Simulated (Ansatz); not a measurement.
# Ag under changes of volume

One of the cells (17.048 Å³/atom); the others are scaled copies at fixed shape and fractional positions:

```xyz
1
Lattice="0.0000 2.0427 2.0427 2.0427 0.0000 2.0427 2.0427 2.0427 0.0000" Properties=species:S:1:pos:R:3 pbc="T T T"
Ag    0.0000    0.0000    0.0000
```

| Property | Result |
| --- | --- |
| Program | Ansatz 0.2.0 |
| Functional | BLYP |
| Dispersion | D3(BJ) |
| Potentials or basis | Ansatz PAW |
| Cutoff | 420 eV (not typed: the program's choice for these potentials) |
| k mesh | 11 × 11 × 11 |
| Occupations | fermi-dirac, width 0.05 eV |
| Spin | no spin polarisation |

```csv
volume (Å³/atom),energy over the lowest point (meV/atom),pressure (GPa)
16.025,15.67,6.6
16.366,4.92,3.7
16.707,0.00,1.2
17.048,0.11,-1.0
17.389,4.52,-3.0
17.730,12.66,-4.6
18.071,?,?
```

Task: What does the run at 18.071 Å³/atom give?

Result: Energy over the lowest point 24.06 meV/atom; pressure -6.1 GPa.

Worked out: A Birch-Murnaghan fit of order 3 (a polynomial in V^(-2/3)) to the other rows has its minimum at 16.87 Å³/atom with B0 = V·E''(V) = 109 GPa and B' = 6.4. It gives 23.96 meV/atom at 18.071 Å³/atom, against the run's 24.06, and -dE/dV = -6.0 GPa, against -6.1.

Energies are extrapolated to zero smearing.

Caveats: pairwise dispersion overbinds metals, which lowers pressure and volume; the PAW data sets come from PBE, with cores solved anew for the run's functional, which leaves a small shift of forces and pressure.
